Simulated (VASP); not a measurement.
# GaN (P6_3mc) in VASP: relaxation of cell and atoms with LDA

Aim: the relaxation of cell and atoms of GaN with LDA.

Program: VASP 6.6.1. These are calculated values, not measurements. Logs are shortened: lines on timing, memory, paths and dates and some standing lists are left out, and cuts for length are marked.

**1. The structure**

The structure is hexagonal, space group P6_3mc (No. 186). The conventional cell has a = 3.190 Å, b = 3.190 Å, c = 5.189 Å, α = 90.00°, β = 90.00°, γ = 120.00°. Around Ga (site symmetry 3m) lie 4 N at 1.95 to 1.96 Å. N (site symmetry 3m) has 4 Ga at 1.95 to 1.96 Å as nearest neighbours.

The cell was built by a generator and needn't be a form met in nature.

**2. Relaxation of cell and atoms, LDA**

The input, INCAR:

```
SYSTEM = GaN
  PREC = Accurate
  ENCUT = 600
  EDIFF = 1E-6
  ISMEAR = -1
  SIGMA = 0.05
  LREAL = .FALSE.
  LASPH = .TRUE.
  NELM = 60
  ALGO = Fast
  ISIF = 3
  LWAVE = .FALSE.
  LCHARG = .FALSE.
  IBRION = 2
  NSW = 60
  EDIFFG = -0.005
  KPAR = 4
```

The input, KPOINTS:

```
Automatic mesh
0
G
  10 10 6
  0 0 0
```

The input, POSCAR:

```
GaN
1.0
    3.1900000000      0.0000000000      0.0000000000
   -1.5950000000      2.7626210381      0.0000000000
    0.0000000000      0.0000000000      5.1890000000
Ga N
2 2
Direct
    0.3333333333      0.6666666667      0.0000000000
    0.6666666667      0.3333333333      0.5000000000
    0.3333333333      0.6666666667      0.3768000000
    0.6666666667      0.3333333333      0.8768000000
```

Potentials or basis: VASP PAW LDA potentials, release 64 (Ga_d, N).

On the command line:

```bash
cat potpaw_LDA.64/Ga_d/POTCAR potpaw_LDA.64/N/POTCAR > POTCAR
mpirun -np 4 vasp_std > vasp.out
```

OUTCAR:

```text
SYSTEM = GaN
   PREC = Accurate
   ENCUT = 600
   EDIFF = 1E-6
   ISMEAR = -1
   LREAL = .FALSE.
   LASPH = .TRUE.
   NELM = 60
   ISIF = 3
   IBRION = 2
   NSW = 60
   EDIFFG = -0.005

 ion  position               nearest neighbor table
   1  0.333  0.667  0.000-   4 1.95   4 1.95   4 1.95   3 1.96
   2  0.667  0.333  0.500-   3 1.95   3 1.95   3 1.95   4 1.96
   3  0.333  0.667  0.377-   2 1.95   2 1.95   2 1.95   1 1.96
   4  0.667  0.333  0.877-   1 1.95   1 1.95   1 1.95   2 1.96

  LATTYP: Found a hexagonal cell.
 ALAT       =     3.1900000000
 C/A-ratio  =     1.6266457680

  Lattice vectors:

 A1 = (   3.1900000000,   0.0000000000,   0.0000000000)
 A2 = (  -1.5950000000,   2.7626210381,   0.0000000000)
 A3 = (   0.0000000000,   0.0000000000,   5.1890000000)

Analysis of symmetry for initial positions (statically):
=====================================================================
 Subroutine PRICEL returns:
 Original cell was already a primitive cell.

 Routine SETGRP: Setting up the symmetry group for a
 hexagonal supercell.

 Subroutine GETGRP returns: Found 12 space group operations
 (whereof  6 operations were pure point group operations)
 out of a pool of 24 trial point group operations.

The static configuration has the point symmetry C_3v.
 The point group associated with its full space group is C_6v.

Analysis of symmetry for dynamics (positions and initial velocities):
=====================================================================
 Subroutine PRICEL returns:
 Original cell was already a primitive cell.

 Routine SETGRP: Setting up the symmetry group for a
 hexagonal supercell.

 Subroutine GETGRP returns: Found 12 space group operations
 (whereof  6 operations were pure point group operations)
 out of a pool of 24 trial point group operations.

The dynamic configuration has the point symmetry C_3v.
 The point group associated with its full space group is C_6v.

 Subroutine INISYM returns: Found 12 space group operations
 (whereof  6 operations are pure point group operations),
 and found     1 'primitive' translations

----------------------------------------------------------------------------------------

                                     Primitive cell

  volume of cell :      45.7294

  direct lattice vectors                    reciprocal lattice vectors
     3.190000000  0.000000000  0.000000000     0.313479624  0.180987545  0.000000000
    -1.595000000  2.762621038  0.000000000     0.000000000  0.361975090  0.000000000
     0.000000000  0.000000000  5.189000000     0.000000000  0.000000000  0.192715359

  length of vectors
     3.190000000  3.190000000  5.189000000     0.361975090  0.361975090  0.192715359

  position of ions in fractional coordinates (direct lattice)
     0.333333333  0.666666667  0.000000000
     0.666666667  0.333333333  0.500000000
     0.333333333  0.666666667  0.376800000
     0.666666667  0.333333333  0.876800000

  ion indices of the primitive-cell ions
   primitive index   ion index
                 1           1
                 2           2
                 3           3
                 4           4

----------------------------------------------------------------------------------------

 KPOINTS: Automatic mesh

Automatic generation of k-mesh.
 Grid dimensions read from file:
 generate k-points for:   10   10    6

 Generating k-lattice:

  Cartesian coordinates                     Fractional coordinates (reciprocal lattice)
     0.031347962  0.018098755  0.000000000     0.100000000  0.000000000  0.000000000
     0.000000000  0.036197509  0.000000000     0.000000000  0.100000000  0.000000000
     0.000000000  0.000000000  0.032119227     0.000000000  0.000000000  0.166666667

  Length of vectors
     0.036197509  0.036197509  0.032119227

  Shift w.r.t. Gamma in fractional coordinates (k-lattice)
     0.000000000  0.000000000  0.000000000

 Subroutine IBZKPT returns following result:
 ===========================================

 Found     56 irreducible k-points:

 Following reciprocal coordinates:
            Coordinates               Weight
  0.000000  0.000000  0.000000      1.000000
  0.100000  0.000000  0.000000      6.000000
  0.200000  0.000000  0.000000      6.000000
  0.300000  0.000000  0.000000      6.000000
  0.400000 -0.000000  0.000000      6.000000
  0.500000  0.000000  0.000000      3.000000
[... 16 lines left out ...]
  0.300000  0.100000  0.166667     24.000000
  0.400000  0.100000  0.166667     24.000000
 [... further k-points ...]
   k-points           NKPTS =     56   k-points in BZ     NKDIM =     56   number of bands    NBANDS=     22
   number of dos      NEDOS =    301   number of ions     NIONS =      4
   total plane-waves  NPLWV =  32928
   dimension x,y,z NGX =    28 NGY =   28 NGZ =   42
   dimension x,y,z NGXF=    56 NGYF=   56 NGZF=   84
   ions per type =               2   2
   NGX,Y,Z   is equivalent  to a cutoff of  14.59, 14.59, 13.46 a.u.
   NGXF,Y,Z  is equivalent  to a cutoff of  29.18, 29.18, 26.91 a.u.
 SYSTEM =  GaN
   PREC   = accura    normal or accurate (medium, high low for compatibility)
   ISTART =      0    job   : 0-new  1-cont  2-samecut
   ICHARG =      2    charge: 1-file 2-atom 10-const
   ISPIN  =      1    spin polarized calculation?
   LNONCOLLINEAR =      F non collinear calculations
   LSORBIT =      F    spin-orbit coupling
   LASPH  =      T    aspherical Exc in radial PAW
   ENCUT  =  600.0 eV  44.10 Ry    6.64 a.u.   6.37  6.37 10.36*2*pi/ulx,y,z
   NELM   =     60;   NELMIN=  2; NELMDL= -5     # of ELM steps
   EDIFF  = 0.1E-05   stopping-criterion for ELM
   LREAL  =      F    real-space projection
   EDIFFG = -.5E-02   stopping-criterion for IOM
   NSW    =     60    number of steps for IOM
   IBRION =      2    ionic relax: 0-MD 1-quasi-New 2-CG
   NFREE  =      1    steps in history (QN), initial steepest desc. (CG)
   ISIF   =      3    stress and relaxation
   ISYM   =      2    0-nonsym 1-usesym 2-fastsym
   POTIM  = 0.5000    time-step for ionic-motion
   TEBEG  =    0.0;   TEEND  =   0.0 temperature during run
   PSTRESS=    0.0 pullay stress
   NELECT =      36.0000    total number of electrons
   NUPDOWN=      -1.0000    fix difference up-down
   EMIN   =  10.00;   EMAX   =-10.00  energy-range for DOS
   EFERMI =   0.00;   METHOD = LEGACY
   ISMEAR =    -1;   SIGMA  =   0.05  broadening in eV -4-tet -1-fermi 0-gaus
   EFERMI_NEDOS =   21; number of points for ismear=-14 and -15
   IALGO  =     68    algorithm
   IMIX   =      4    mixing-type and parameters
     AMIX     =   0.40;   BMIX     =  1.00
     AMIX_MAG =   1.60;   BMIX_MAG =  1.00
  volume/ion in A,a.u.               =      11.43        77.15
  Fermi-wavevector in a.u.,A,eV,Ry     =   1.511624  2.856555 31.089409  2.285007
  Thomas-Fermi vector in A             =   2.621656
   LORBIT       =      0    0 simple, 1 ext, 2 COOP (PROOUT), +10 PAW based schemes
   GGA     = CA    functional components
   LHFCALC =     F    Hartree Fock is set to
   AEXX    =    0.0000 exact exchange contribution
   IVDW    =     0    specifies the selected vdW correction
   LEPSILON=     F    determine dielectric tensor
   LRPA    =     F    only Hartree local field effects (RPA)
 conjugate gradient relaxation of ions
 non-spin polarized calculation
 RMM-DIIS sequential band-by-band and
  energy-cutoff  :      600.00
  volume of cell :       45.73
 maximum number of plane-waves:      1550
 NGX is ok and might be reduce to    28
   NGX = 13   NGY = 13   NGZ = 21

--------------------------------------- Ionic step        1  -------------------------------------------

 number of electron      35.9999995 magnetization

 Free energy of the ion-electron system (eV)
  ---------------------------------------------------
  ext. energy  EPLUGINS =         0.00000000
  ---------------------------------------------------
  free energy    TOTEN  =       -27.88983643 eV

  energy without entropy =      -27.88983643  energy(sigma->0) =      -27.88983643

------------------------ aborting loop because EDIFF is reached ----------------------------------------

  FORCE on cell =-STRESS in cart. coord.  units (eV):
  Direction    XX          YY          ZZ          XY          YZ          ZX
  --------------------------------------------------------------------------------------
  -------------------------------------------------------------------------------------
  Total       -1.6471906     -1.6471906     -1.4600798      0.0000000      0.0000000      0.0000000
  in kB      -57.7110223    -57.7110223    -51.1554027      0.0000000      0.0000000      0.0000000
  external PRESSURE =     -55.5258158 kB  Pullay stress =       0.0000000 kB
[... 95 lines left out ...]
  FREE ENERGIE OF THE ION-ELECTRON SYSTEM (eV)
  ---------------------------------------------------
  free  energy   TOTEN  =       -27.9129151200 eV

  energy  without entropy=      -27.9129151200  energy(sigma->0) =      -27.91291512

[... ionic steps 4 to 10 ...]

--------------------------------------- Ionic step       11  -------------------------------------------

 number of electron      35.9999987 magnetization

------------------------ aborting loop because EDIFF is reached ----------------------------------------

  FORCE on cell =-STRESS in cart. coord.  units (eV):
  Direction    XX          YY          ZZ          XY          YZ          ZX
  --------------------------------------------------------------------------------------
  -------------------------------------------------------------------------------------
  Total        0.0346176      0.0346176      0.0225147      0.0000000      0.0000000      0.0000000
  in kB        1.2488633      1.2488633      0.8122406      0.0000000      0.0000000      0.0000000
  external PRESSURE =       1.1033224 kB  Pullay stress =       0.0000000 kB
[... 61 lines left out ...]
  energy  without entropy=      -27.9129682375  energy(sigma->0) =      -27.91296824

--------------------------------------- Ionic step       13  -------------------------------------------

 number of electron      35.9999987 magnetization

 Free energy of the ion-electron system (eV)
  ---------------------------------------------------
  ext. energy  EPLUGINS =         0.00000000
  ---------------------------------------------------
  free energy    TOTEN  =       -27.91296792 eV

  energy without entropy =      -27.91296792  energy(sigma->0) =      -27.91296792

 E-fermi :   6.3922     XC(G=0): -12.2732

 val. band max:        5.3872236722   @ k =   0.0000   0.0000   0.0000
 cond. band min:       7.5002120350   @ k =   0.0000   0.0000   0.0000
 fundamental gap:      2.1129883628
 Fermi energy:         6.3922402849

 k-point     1 :       0.0000    0.0000    0.0000
  band No.  band energies     occupation
      1     -10.7138      2.00000
      2      -9.7490      2.00000
      3      -8.1953      2.00000
      4      -8.1780      2.00000
      5      -8.1780      2.00000
      6      -8.1119      2.00000
[... 574 lines left out ...]
      6      -7.9577      2.00000
[... 14 lines left out ...]
     21      12.4163      0.00000
     22      13.6015      0.00000

 [... further k-points ...]

------------------------ aborting loop because EDIFF is reached ----------------------------------------

  FORCE on cell =-STRESS in cart. coord.  units (eV):
  Direction    XX          YY          ZZ          XY          YZ          ZX
  --------------------------------------------------------------------------------------
  -------------------------------------------------------------------------------------
  Total        0.0030888      0.0030888     -0.0026102      0.0000000     -0.0000000     -0.0000000
  in kB        0.1114251      0.1114251     -0.0941594      0.0000000     -0.0000000     -0.0000000
  external PRESSURE =       0.0428969 kB  Pullay stress =       0.0000000 kB
[... 19 lines left out ...]
  FREE ENERGIE OF THE ION-ELECTRON SYSTEM (eV)
  ---------------------------------------------------
  free  energy   TOTEN  =       -27.9129679181 eV

  energy  without entropy=      -27.9129679180  energy(sigma->0) =      -27.91296792

 reached required accuracy - stopping structural energy minimisation
```

Wall time 2.5 min (4 MPI ranks of Intel Xeon Platinum 8488C (Sapphire Rapids), shared host); peak memory 0.21 GiB.

Results:

| Quantity | Value |
| --- | --- |
| Free energy | -27.9130 eV |
| Relaxed volume | 11.10 Å³/atom |
| Relaxed cell | a = 3.157 Å, b = 3.157 Å, c = 5.147 Å, α = 90.00°, β = 90.00°, γ = 120.00° |
| Space group after relaxing (to 0.05 Å) | P6_3mc (No. 186) |
| Energy gained by relaxing | 5.8 meV/atom |
| Ionic steps | 13 |
| Pressure after relaxing | 0.0 GPa |
| Band gap on the k mesh | 2.11 eV, direct |

Step by step:
```csv
step,energy change (eV),largest force (eV/Å),pressure (GPa),volume (Å³)
1,0.0000,0.0033,-5.55,45.73
2,0.0008,0.0394,6.18,43.16
3,-0.0231,0.0150,-0.04,44.43
4,-0.0231,0.0157,0.42,44.41
5,-0.0228,0.0022,-0.75,44.57
6,-0.0231,0.0138,-0.05,44.45
7,-0.0231,0.0018,-0.11,44.45
8,-0.0231,0.0031,-0.12,44.45
9,-0.0231,0.0016,0.12,44.40
10,-0.0231,0.0022,-0.16,44.42
11,-0.0231,0.0018,0.11,44.41
12,-0.0231,0.0013,-0.08,44.42
13,-0.0231,0.0006,0.00,44.41
```

Final structure:
```xyz
4
Lattice="3.1566 0.0000 0.0000 -1.5783 2.7337 0.0000 0.0000 0.0000 5.1468" Properties=species:S:1:pos:R:3 pbc="T T T"
Ga    0.0000    1.8225    0.0011
Ga    1.5783    0.9112    2.5745
N     0.0000    1.8225    1.9382
N     1.5783    0.9112    4.5117
```
